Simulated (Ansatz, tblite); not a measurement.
# SiO2 with GFN2-xTB from a Python script

These are simulated results from tblite 0.8.0, not measurements. The cell began as a measured structure and was relaxed with r2SCAN in plane waves (Ansatz 0.2.0). All runs are without spin polarisation.

Space group P4_12_12 (No. 92), tetragonal; a = 4.979 Å, c = 6.915 Å in the conventional setting, 14.29 Å³ an atom. Si is surrounded by 4 O at 1.61 Å; O is surrounded by 2 Si at 1.61 Å.

tblite solves periodic systems at the zone centre alone, so the script builds a cluster of 2×2×2 conventional cells (96 atoms), which folds in a coarse mesh of k points.

Input script:

```python
import json
from ase import Atoms
from ase.build import make_supercell
from ase.units import Bohr, GPa, Hartree
from tblite.interface import Calculator

atoms = Atoms(['Si', 'Si', 'Si', 'Si', 'O', 'O', 'O', 'O', 'O', 'O', 'O', 'O'],
              cell=[[4.97917005, 0.0, 0.0], [0.0, 4.97917005, 0.0], [0.0, 0.0, 6.91487845]],
              scaled_positions=[[0.302458813, 0.302458813, 0.0], [0.197541187, 0.802458813, 0.25], [0.697541187, 0.697541187, 0.5], [0.802458813, 0.197541187, 0.75], [0.238168459, 0.109270635, 0.181454651], [0.390729365, 0.738168459, 0.431454651], [0.761831541, 0.890729365, 0.681454651], [0.609270635, 0.261831541, 0.931454651], [0.738168459, 0.390729365, 0.568545349], [0.890729365, 0.761831541, 0.318545349], [0.261831541, 0.609270635, 0.068545349], [0.109270635, 0.238168459, 0.818545349]],
              pbc=True)
cluster = make_supercell(atoms, [[2, 0, 0], [0, 2, 0], [0, 0, 2]])
calc = Calculator('GFN2-xTB', cluster.numbers, cluster.positions / Bohr, lattice=cluster.cell[:] / Bohr, periodic=cluster.pbc)
calc.set('temperature', 0.02 / Hartree)
calc.set('max-iter', 150)
res = calc.singlepoint()
levels = res.get('orbital-energies') * Hartree
nv = round(res.get('orbital-occupations').sum() / 2)
cells = len(cluster) // len(atoms)
out = {'energy_per_cell': res.get('energy') * Hartree / cells, 'homo': levels[nv - 1], 'lumo': levels[nv],
       'stress': (-res.get('virial') * Hartree / cluster.get_volume() / GPa).tolist(), 'charges': res.get('charges')[:len(atoms)].tolist(), 'electrons': 2 * nv / cells}
json.dump(out, open('results.json', 'w'))
for key, value in out.items():
    print(key, value)
```

Command: `python run.py`. It took 7.2 s on 1 thread of Arm Neoverse V1, with other jobs on the host, peak memory 0.13 GiB.

Output:

```
------------------------------------------------------------
  cycle        total energy    energy error   density error
------------------------------------------------------------
      1     -307.6515794662  -3.0964416E+02   4.4270437E-01
      2     -320.8467577239  -1.3195178E+01   1.5210602E-01
      3     -321.0519895534  -2.0523183E-01   7.6327152E-02
      4     -321.0503798089   1.6097445E-03   2.5652327E-02
      5     -321.0357607345   1.4619074E-02   1.8810485E-02
      6     -321.0612296956  -2.5468961E-02   1.0351451E-02
      7     -321.0692723258  -8.0426301E-03   3.6295005E-03
      8     -321.0705300631  -1.2577373E-03   3.3077077E-04
      9     -321.0705070604   2.3002701E-05   5.5437200E-04
     10     -321.0705302312  -2.3170789E-05   2.7144654E-04
     11     -321.0705355398  -5.3086097E-06   1.3853348E-04
     12     -321.0705373943  -1.8544688E-06   3.1343326E-06
     13     -321.0705373840   1.0286612E-08   1.0417048E-05
------------------------------------------------------------

 total:                                   6.548 sec
energy_per_cell -1092.0967917257733
homo -14.765547859158577
lumo -8.120145896742164
stress [[2.1030508531632135, -2.171233131014844e-06, 4.129339362223426e-06], [-2.1712331309097076e-06, 2.103053542481369, -3.0816027803665673e-06], [4.1293393628389775e-06, -3.081602779907895e-06, 2.5067447941529846]]
charges [0.6385557660777778, 0.6385529471634204, 0.6385587364615553, 0.6385507326273497, -0.3192778623688042, -0.3192781251778596, -0.3192775633840048, -0.3192776128782806, -0.3192776717066863, -0.3192777422551827, -0.3192776281203804, -0.3192774024043066]
electrons 64.0
```

The cycle table is in hartree for the whole cluster, and the lines after it are in eV (the energy for one cell). The printed stress is in GPa and positive in compression, and the pressure is its mean diagonal.

GFN2-xTB gives a gap of 6.65 eV. On the same cell, plane-wave PBE (Ansatz, 6×6×4 k points and the special points) gives a gap of 5.73 eV and r2SCAN a gap of 6.35 eV; on shared hosts these took about 28 and 56 core-seconds on the 12-atom cell, against 7.2 for the script. Semilocal gaps usually lie below measured ones. xTB was fitted to molecules, so gaps, charges and pressures of solids can be far off, and the gap also depends on the size of the cluster.

The same script was run on cells scaled at fixed shape and fractional coordinates:

| volume (Å³/atom) | energy (meV/atom) | pressure (GPa, positive in compression) | gap (eV) |
| --- | --- | --- | --- |
| 12.57 | 163.9 | 32.10 | 7.20 |
| 13.43 | 42.3 | 14.47 | 6.92 |
| 14.29 | 0.0 | 2.24 | 6.65 |
| 15.14 | 11.6 | -6.00 | 6.39 |
| 16.00 | 60.4 | -12.01 | 6.15 |

A Birch-Murnaghan fit puts the minimum at 14.49 Å³/atom, 1.4 % above the given cell, with a bulk modulus of 155 GPa at fixed shape.

xTB was fitted mostly to molecules, and a small cluster samples few k points, so gaps, pressures and kinks along a curve can be far from a solid's.
